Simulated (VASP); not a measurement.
A run of VASP 6.6.1:

File INCAR:

```
SYSTEM = CoSi
ALGO = Normal
EDIFF = 1E-6
EDIFFG = -0.01
ENCUT = 600
GGA = PS
IBRION = 2
ISIF = 3
ISMEAR = -1
ISPIN = 2
IVDW = 11
LASPH = .True.
LCHARG = .False.
LMAXMIX = 4
LORBIT = 11
LREAL = .False.
LWAVE = .False.
MAGMOM = 2 2 2 2 0 0 0 0
NELM = 100
NSW = 60
PREC = Accurate
SIGMA = 0.05
```

File KPOINTS:

```
k-points
0
Gamma
  6 6 6
  0 0 0
```

File POSCAR:

```
CoSi
1.0
    4.4380000000      0.0000000000      0.0000000000
    0.0000000000      4.4380000000      0.0000000000
    0.0000000000      0.0000000000      4.4380000000
Co Si
4 4
Direct
    0.8600000000      0.6400000000      0.3600000000
    0.6400000000      0.3600000000      0.8600000000
    0.3600000000      0.8600000000      0.6400000000
    0.1400000000      0.1400000000      0.1400000000
    0.1570000000      0.3430000000      0.6570000000
    0.3430000000      0.6570000000      0.1570000000
    0.6570000000      0.1570000000      0.3430000000
    0.8430000000      0.8430000000      0.8430000000
```

Potentials or basis: VASP PAW PBE potentials, release 64 (Co, Si).

Command:

```sh
$ cat potpaw_PBE.64/Co/POTCAR potpaw_PBE.64/Si/POTCAR > POTCAR
$ mpirun -np 1 vasp_std > vasp.out
```

Hardware: 1 thread of AMD EPYC 7R43 64-Core Processor (Zen 3), on a shared host.

Estimate the wall time of this run.

Wall time 18 min on 1 thread of AMD EPYC 7R43 64-Core Processor (Zen 3), on a shared host, peak memory 0.31 GiB. Counts: scf iterations 77, k points 24, ion steps 9.
